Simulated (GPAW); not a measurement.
A run of GPAW 26.7.0:

File run.py:

```python
from ase.calculators.mixing import SumCalculator
from ase.eos import EquationOfState
from ase.io import Trajectory, read
from ase.units import GPa
from dftd3.ase import DFTD3
from gpaw import GPAW, PW, setup_paths

setup_paths.insert(0, '.')

atoms = read('POSCAR')

traj = Trajectory('eos.traj', 'w')
volumes, energies = [], []
for x in [0.94, 0.96, 0.98, 1.0, 1.02, 1.04, 1.06]:
    a = atoms.copy()
    a.set_cell(atoms.cell * x**(1 / 3), scale_atoms=True)
    calc = GPAW(mode=PW(800),
                xc='GGA_X_OPTX+GGA_C_LYP',
                kpts={'size': (10, 10, 10), 'gamma': True},
                occupations={'name': 'fermi-dirac', 'width': 0.05},
                nbands=11,
                convergence={'density': 1e-05, 'energy': 1e-05},
                eigensolver='davidson',
                maxiter=150,
                txt=f'eos-{x:.2f}.txt')
    a.calc = SumCalculator([calc, DFTD3(method='olyp', damping='d3zero')])
    energies.append(a.get_potential_energy())
    volumes.append(a.get_volume())
    p = -a.get_stress()[:3].mean() / GPa
    calc.write(f'eos-{x:.2f}.gpw')
    traj.write(a)
    print(f'{x:.2f} {volumes[-1]:10.4f} A^3 {energies[-1]:14.6f} eV {p:9.3f} GPa', flush=True)

v0, e0, B = EquationOfState(volumes, energies, eos='birchmurnaghan').fit()
print(f'V0 = {v0:.4f} A^3, E0 = {e0:.6f} eV, B0 = {B / GPa:.2f} GPa')
```

The input POSCAR:

```
C
1.0
    0.0000000000      1.7833700000      1.7833700000
    1.7833700000      0.0000000000      1.7833700000
    1.7833700000      1.7833700000      0.0000000000
C
2
Direct
    0.7500000000      0.7500000000      0.7500000000
    0.5000000000      0.5000000000      0.5000000000
```

Potentials or basis: PAW data sets generated in the run's folder for this functional, pw.

The run is started by

```console
$ gpaw-setup -f GGA_X_OPTX+GGA_C_LYP C
$ OMP_NUM_THREADS=1 python run.py
```

Hardware: 1 thread of AMD EPYC 7R43 64-Core Processor (Zen 3), with other jobs on the host.

Q: How long does it take, and how much memory?

A: It took 48 s on 1 thread of AMD EPYC 7R43 64-Core Processor (Zen 3), on a shared host, peak memory 0.17 GiB. Counts: scf iterations 63, plane waves 568, bands 11, k points 47.
